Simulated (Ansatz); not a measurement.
# GaN: all-electron results

```yaml
crystal:
  lattice:
    - [0.00000, 1.99250, 1.99250]
    - [1.99250, 0.00000, 1.99250]
    - [1.99250, 1.99250, 0.00000]
  atoms:
    - { symbol: Ga, position: [0.50000, 0.50000, 0.50000] }
    - { symbol: N, position: [0.00000, 0.00000, 0.00000] }
```

Atom numbers follow the list: Ga1, N2.

The cell is a database entry far from equilibrium at this level of theory, probably a faulty or high-pressure entry; it serves as a test geometry alone.

Methods: DFT, PBE, all-electron LAPW, scalar-relativistic (Ansatz 0.2.0); DFT, PBE, PAW with Ansatz's default frozen-core files, scalar-relativistic (Ansatz 0.2.0).

For LAPW: a Γ-centred 13×13×13 k mesh, Fermi–Dirac smearing of 0.02 eV, basis error target 1 meV/atom, no spin polarisation. PAW takes a cutoff of 420 eV at this cell. The Ansatz runs share mesh, smearing and spin set-up. Values come from LAPW unless marked.

- Pressure at this cell: 691 kbar
- Volume per atom: 7.91 Å³

(1) Predict this quantity. Band gap.

(2) Predict this quantity. Löwdin charges (with 0.04 e of the cell spilling out of the atomic basis, so their sizes and signs hang on that basis).

(3) Bader charges (from the PAW run): what does the calculation give?

(4) Give the computed value. Smallest direct gap on the path.

## Answers

(1) 1.81 eV, indirect from the line K (0.375, 0.375, 0.75)–Γ to X (0.5, 0, 0.5).

(2) Ga1 0.90, N2 -0.86 e.

(3) Ga1 +1.73, N2 -1.73 e.

(4) 5.21 eV.
